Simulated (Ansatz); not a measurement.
A calculation with Ansatz 0.2.0 of Cr (native input, structure typed inline):

The input input.yaml:

```yaml
crystal:
  lattice:
    - [-1.4437591695, 1.4437591695, 1.4437591695]
    - [1.4437591695, -1.4437591695, 1.4437591695]
    - [1.4437591695, 1.4437591695, -1.4437591695]
  atoms:
    - { symbol: Cr, position: [0.0, 0.0, 0.0], spin: 3.0 }
hamiltonian:
  xc: pbesol
  pseudopotentials: { kind: paw, source: ansatz }
  dispersion: d4
  hubbard:
    sites: [{ species: Cr, l: d, u_eff: 4.0 }]
    projectors: atomic
    double_counting: fll
magnetization:
  spin_polarized: true
kpoints:
  mp_grid: { grid: [12, 12, 12] }
scf:
  occupations: { method: fermi_dirac, width: 0.1 }
output:
  forces: true
  stress: true
  eigenvalues: true
  write_density: true
  write_potential: true
  elf: true
  volumetric_format: npy
```

Potentials or basis: Ansatz PAW earlier set.

Run with:

```sh
$ ansatz run input.yaml --threads 1 --pin off --max-ram 2560MiB --backend cpu --events-out ev --progress --plain --runs-dir out
```

The cell isn't the ideal one: volume scaled by 0.92.

**Question.** Write the same calculation in another form: native input, Cartesian positions.

**Answer.** As run:

Contents of input.yaml:

```yaml
crystal:
  lattice:
    - [-1.4437591695, 1.4437591695, 1.4437591695]
    - [1.4437591695, -1.4437591695, 1.4437591695]
    - [1.4437591695, 1.4437591695, -1.4437591695]
  atoms:
    - { symbol: Cr, spin: 3.0, position_ang: [0.0, 0.0, 0.0] }
hamiltonian:
  xc: pbesol
  pseudopotentials: { kind: paw, source: ansatz }
  dispersion: d4
  hubbard:
    sites: [{ species: Cr, l: d, u_eff: 4.0 }]
    projectors: atomic
    double_counting: fll
magnetization:
  spin_polarized: true
kpoints:
  mp_grid: { grid: [12, 12, 12] }
scf:
  occupations: { method: fermi_dirac, width: 0.1 }
output:
  forces: true
  stress: true
  eigenvalues: true
```

Potentials or basis: Ansatz PAW earlier set.

The run is started by

```sh
$ ansatz run input.yaml --threads 1 --pin off --max-ram 2560MiB --backend cpu --events-out ev --progress --plain --runs-dir out
```

Both were run:

|  | native input, structure typed inline | native input, Cartesian positions |
| --- | --- | --- |
| Pressure | 63.9 GPa | 63.9 GPa |
| Band gap on the k mesh | none (metal or under the smearing width) | none (metal or under the smearing width) |
| Net moment | 3.62 μB per cell | 3.62 μB per cell |
| Absolute moment | 3.62 μB per cell | 3.62 μB per cell |
| Site moments | Cr +3.20 μB | Cr +3.20 μB |

Keys that steer only the numerical path or the files written may differ.

Caveat: the magnetic or orbital state may not be the lowest; pairwise dispersion overbinds metals, which lowers pressure and volume; the PAW data sets come from PBE, with cores solved anew for the run's functional, which leaves a small shift of forces and pressure; the U is typed as a test and isn't derived for this compound.
